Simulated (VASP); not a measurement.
A run of VASP 6.6.1 is set up as follows.

File POSCAR:

```
P
1.0
    1.6477431241     -5.4650377251      0.0000000000
    1.6477431241      5.4650377251      0.0000000000
    0.0000000000      0.0000000000      4.5436355900
P
4
Direct
    0.9041431300      0.0958568700      0.5888151700
    0.0958568700      0.9041431300      0.4111848300
    0.5958568700      0.4041431300      0.0888151700
    0.4041431300      0.5958568700      0.9111848300
```

File INCAR.step1:

```
SYSTEM = P
PREC = Accurate ; ENCUT = 520
EDIFF = 1E-5 ; ISMEAR = 0
SIGMA = 0.02 ; LREAL = .FALSE.
LASPH = .TRUE. ; NELM = 100
ALGO = Normal ; ISIF = 2
LWAVE = .TRUE. ; LCHARG = .FALSE.
NBANDS = 18 ; GGA = PE
KPAR = 4
```

INCAR.step2

```
SYSTEM = P
PREC = Accurate ; ENCUT = 520
EDIFF = 1E-6 ; ISMEAR = 0
SIGMA = 0.02 ; LREAL = .FALSE.
LASPH = .TRUE. ; NELM = 100
ALGO = Normal ; ISIF = 2
LWAVE = .FALSE. ; LCHARG = .FALSE.
GGA = PE ; LHFCALC = .TRUE.
HFSCREEN = 0.2 ; PRECFOCK = Fast
NBANDS = 18 ; ISTART = 1
KPAR = 4
```

KPOINTS

```
regular mesh
0
G
  6 6 4
  0 0 0
```

File KPOINTS_OPT:

```
path GXSRAZGYX1A1TY,ZT
10
line-mode
reciprocal
 0.0000000000  0.0000000000  0.0000000000  G
 0.2727265073  0.2727265073  0.0000000000  X

 0.2727265073  0.2727265073  0.0000000000  X
 0.0000000000  0.5000000000  0.0000000000  S

 0.0000000000  0.5000000000  0.0000000000  S
 0.0000000000  0.5000000000  0.5000000000  R

 0.0000000000  0.5000000000  0.5000000000  R
 0.2727265073  0.2727265073  0.5000000000  A

 0.2727265073  0.2727265073  0.5000000000  A
 0.0000000000  0.0000000000  0.5000000000  Z

 0.0000000000  0.0000000000  0.5000000000  Z
 0.0000000000  0.0000000000  0.0000000000  G

 0.0000000000  0.0000000000  0.0000000000  G
-0.5000000000  0.5000000000  0.0000000000  Y

-0.5000000000  0.5000000000  0.0000000000  Y
-0.2727265073  0.7272734927  0.0000000000  X1

-0.2727265073  0.7272734927  0.0000000000  X1
-0.2727265073  0.7272734927  0.5000000000  A1

-0.2727265073  0.7272734927  0.5000000000  A1
-0.5000000000  0.5000000000  0.5000000000  T

-0.5000000000  0.5000000000  0.5000000000  T
-0.5000000000  0.5000000000  0.0000000000  Y

 0.0000000000  0.0000000000  0.5000000000  Z
-0.5000000000  0.5000000000  0.5000000000  T
```

Potentials or basis: VASP PAW PBE potentials, release 64 (P).

The run is started by

```bash
$ cat potpaw_PBE.64/P/POTCAR > POTCAR
$ cp INCAR.step1 INCAR
$ mpirun -np 4 vasp_std > vasp.out
$ cp INCAR.step2 INCAR
$ mpirun -np 4 vasp_std > vasp.out
```

(1) Predict the band gap on the k mesh.

(2) What does it give for the pressure?

(3) Estimate the band gap along the path.

(4) Estimate the largest force.

## Answers

(1) 0.71 eV, direct.

(2) -0.7 GPa.

(3) 0.71 eV, direct.

(4) 0.167 eV/Å.

Caveat: the PAW data sets were made with another functional, which shifts forces and pressure a little.
